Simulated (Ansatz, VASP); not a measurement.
## Si4N in VASP and in Ansatz

INCAR

```
SYSTEM = Si4N
ALGO = Normal
EDIFF = 1E-7
ENCUT = 520
GGA = PE
ISIF = 2
ISMEAR = 0
LASPH = .TRUE.
LCHARG = .FALSE.
LREAL = .FALSE.
LWAVE = .FALSE.
NBANDS = 18
NELM = 80
PREC = Accurate
SIGMA = 0.1
```

The input KPOINTS:

```
k-points
0
G
  6 6 6
  0 0 0
```

The input POSCAR:

```
Si4N
1.0
   -1.7036446900      2.8168838900      3.2543486900
    1.7036446900     -2.8168838900      3.2543486900
    1.7036446900      2.8168838900     -3.2543486900
Si N
4 1
Direct
    0.1508000000      0.3441000100      0.8067000000
    0.8492000000      0.6558999900      0.1933000000
    0.4625999900      0.6558999900      0.8067000000
    0.5374000100      0.3441000100      0.1933000000
    0.0000000000      0.0000000000      0.0000000000
```

Input for Ansatz:

```yaml
crystal:
  lattice:
    - [-1.70364469, 2.81688389, 3.25434869]
    - [1.70364469, -2.81688389, 3.25434869]
    - [1.70364469, 2.81688389, -3.25434869]
  atoms:
    - { symbol: Si, position: [0.1508, 0.34410001, 0.8067] }
    - { symbol: Si, position: [0.8492, 0.65589999, 0.1933] }
    - { symbol: Si, position: [0.46259999, 0.65589999, 0.8067] }
    - { symbol: Si, position: [0.53740001, 0.34410001, 0.1933] }
    - { symbol: "N", position: [0.0, 0.0, 0.0] }
basis:
  ecutwfc: 420
kpoints:
  mp_grid: { grid: [6, 6, 6] }
hamiltonian:
  xc: pbe
scf:
  occupations: { method: gaussian, width: 0.1 }
  lower_state_search: "off"
output:
  forces: true
  stress: true
  eigenvalues: true
```

Change from the starting cell: species swapped into the CrB4 type (Immm, No. 71).

Alike in both runs: task single point; functional PBE; k mesh 6 × 6 × 6; occupations gaussian, width 0.1 eV; no spin polarisation.

```csv
,VASP,Ansatz
version,VASP 6.6.1,Ansatz 0.2.0
potentials or method,"VASP PAW PBE potentials, release 64 (Si, N)","scalar-relativistic, plane waves, PAW"
plane-wave cutoff (eV),520,420
valence electrons in the cell,21,21
```

|  | VASP | Ansatz | Ansatz less VASP |
| --- | --- | --- | --- |
| gap on the k mesh at the Fermi level (eV) | none | none | - |
| rms of the force components (eV/Å) | 2.197 | 2.206 | +0.0091 |

Atom by atom the forces differ by 0.009 eV/Å (rms over components). A gap of «none» marks a metal or a gap that the smearing closes. The functional is the same, so the differences come from potentials, cutoffs and numerics.

Caveats: forces of over 1 eV/Å show positions far from the minimum, so gaps and moduli don't describe the material at rest.
